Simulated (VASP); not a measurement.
**BN in VASP 6.6.1, single-point calculation**

INCAR

```
LWAVE = .FALSE.
LASPH = .TRUE.
SIGMA = 0.02
ISIF = 2
LCHARG = .FALSE.
NSW = 0
PREC = Accurate
EDIFF = 1E-7
GGA = PE
NELM = 74
NBANDS = 11
ENCUT = 60
LREAL = .FALSE.
ISMEAR = -1
IBRION = -1
```

KPOINTS

```
KPOINTS created by Atomic Simulation Environment
0
Gamma
12 12 12
0 0 0
```

POSCAR

```
B  N
 1.0000000000000000
     1.2501241103770087    0.7217594916299408    3.1840344343037779
    -1.2501241103770087    0.7217594916299408    3.1840344343037779
     0.0000000000000000   -1.4435189833098814    3.1840344342924438
 B   N
   1   1
Cartesian
  0.0000000000000001 -0.0000000000499878  9.5497637298111560
 -0.0000000000000000 -0.0000000000166338  3.1777739303818007
```

The recommended PBE PAW datasets give the neutral cell 8 valence electrons.

Command

```
mpirun -np 1 vasp_std
```

OSZICAR

```
N       E                     dE             d eps       ncg     rms          rms(c)
```

Standard output (part)

```
POSCAR found type information on POSCAR B N
 POSCAR found :  2 types and       2 ions
 LDA part: xc-table for (Slater+PW92), standard interpolation
 POSCAR, INCAR and KPOINTS ok, starting setup
 WAVECAR not read
 entering main loop
|     EEEEEEE  RRRRRR   RRRRRR   OOOOOOO  RRRRRR      ###     ###     ###     |
|     E        R     R  R     R  O     O  R     R     ###     ###     ###     |
|     E        R     R  R     R  O     O  R     R     ###     ###     ###     |
|     EEEEE    RRRRRR   RRRRRR   O     O  RRRRRR       #       #       #      |
|     E        R    R   R    R   O     O  R    R      ###     ###     ###     |
|     EEEEEEE  R     R  R     R  OOOOOOO  R     R     ###     ###     ###     |
|     EDDAV: Call to ZHEGV failed. Returncode = 1 2 16                        |
|       ---->  I REFUSE TO CONTINUE WITH THIS SICK JOB ... BYE!!! <----       |
```

VASP stopped with an error.

Problem. Why shouldn't this run be trusted?

Solution. Cutoff far too low. VASP stopped with an error.
